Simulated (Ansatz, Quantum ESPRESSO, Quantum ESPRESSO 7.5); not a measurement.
# Complex bands of SrO, rock salt type, lattice constant set to 5.121 Å

Aim: how fast states decay in the gap of SrO, rock salt type, lattice constant set to 5.121 Å.

Main program and level: Quantum ESPRESSO 7.5; plane-wave DFT, LDA, PseudoDojo norm-conserving pseudopotentials (cross-check by Ansatz 0.2.0 with PAW datasets).

## Step 1: Set-up

It takes space group Fm-3m (No. 225, cubic). The conventional cell has a = 5.121 Å, b = 5.121 Å, c = 5.121 Å, α = 90.00°, β = 90.00°, γ = 90.00°. Nearest to Sr lie 6 O at 2.56 Å. O has 6 Sr at 2.56 Å nearest. Farther neighbours and most contacts between anions are not listed.

## Step 2: Self-consistent run

pwcond needs a cell whose third axis lies along the current and stands perpendicular to the other two.

The input, scf.in:

```
&control
  prefix = 'scf'
  outdir = './out'
  pseudo_dir = './pseudo'
  calculation = 'scf'
  tprnfor = .true.
/
&system
  ibrav = 0
  nat = 4
  ntyp = 2
  ecutwfc = 72
  ecutrho = 288
  occupations = 'fixed'
  nbnd = 20
/
&electrons
  conv_thr = 1e-09
  mixing_beta = 0.6
  electron_maxstep = 120
/
ATOMIC_SPECIES
  Sr  87.6200  Sr.dojo-sr-lda-0.4.1-standard.upf
  O   15.9990  O.dojo-sr-lda-0.4.1-standard.upf
CELL_PARAMETERS angstrom
  3.62109382645631 0.00000000000000 0.00000000000000
  0.00000000000000 3.62109382645631 0.00000000000000
  0.00000000000000 0.00000000000000 5.12100000000000
ATOMIC_POSITIONS crystal
  Sr  0.000000000000 0.000000000000 0.000000000000
  O   0.500000000000 0.500000000000 0.000000000000
  Sr  0.500000000000 0.500000000000 0.500000000000
  O   0.000000000000 0.000000000000 0.500000000000
K_POINTS automatic
  6 6 6 0 0 0
```

Run with:

```bash
> OMP_NUM_THREADS=1 mpirun -n 2 pw.x -nk 2 -in scf.in > scf.out
```

Then come: complex band structure; complex bands with pwcond.x, with epsproj = 0.001; the same in Ansatz; by hand. Settings of the main run: cutoff 72 Ry, fixed occupations, nbnd 20, SCF threshold 1.00e-9 Ry, dojo-sr-lda-0.4.1-standard potentials, 6×6×6 k-mesh, mpi ranks 2, pools 2, omp threads 1.

**Question.** What will these runs give for the smallest κ at mid-gap among the four k points, at the zone centre; and peak of the smallest κ in the stop band at the zone centre?

With a gap of 3.16 eV on the mesh, the smallest κ at mid-gap among the four k points, at the zone centre is 0.259 Å⁻¹ (LDA, PseudoDojo norm-conserving). For a barrier with the Fermi level at mid-gap the slowest state found, at the zone centre, loses a factor of ten in probability every 4.4 Å or so. Stop bands away from the zone centre are mostly wider than the gap, so their peaks can lie above the conduction bottom.

```
smallest κ at mid-gap among the four k points, at the zone centre    : 0.259 Å⁻¹
peak of the smallest κ in the stop band at the zone centre           : 0.265 Å⁻¹
peak of the smallest κ in the stop band at (1/2, 0)                  : 0.425 Å⁻¹
peak of the smallest κ in the stop band at (1/2, 1/2)                : 0.347 Å⁻¹
peak of the smallest κ in the stop band at (1/4, 0)                  : 0.335 Å⁻¹
energy of the peak at the zone centre, over the highest filled level : 1.92 eV
peak at the zone centre by Ansatz                                    : 0.264 Å⁻¹
```

At the zone centre pwcond's peak is 0.265 and Ansatz's 0.264 1/Å, 0 % apart. The cell is the a/√2 one, turned by 45°, with two primitive cells, so X along [001] folds onto kz = 0. A semilocal gap is too small, often by a third to a half and by more in narrow-gap crystals, so real barriers decay faster. Spin-orbit coupling is left out; depending on the atoms that carry the levels of interest, it can split and shift them by tens to hundreds of meV.

[Logs are printed without paths, hosts, clocks, repeated set-up lines and the standing remarks that a program may print on its own settings, such as how far it seeks lower states.]

[Hosts, paths, dates, database ids (printed as entryN), source tags and the programs' standing remarks are cut or masked in the printed files.]

[Maps of the electrostatic potential energy from Ansatz leave out the sawtooth potential of an applied field or a dipole correction, so their vacuum need not be flat; planar profiles and work functions include it.]
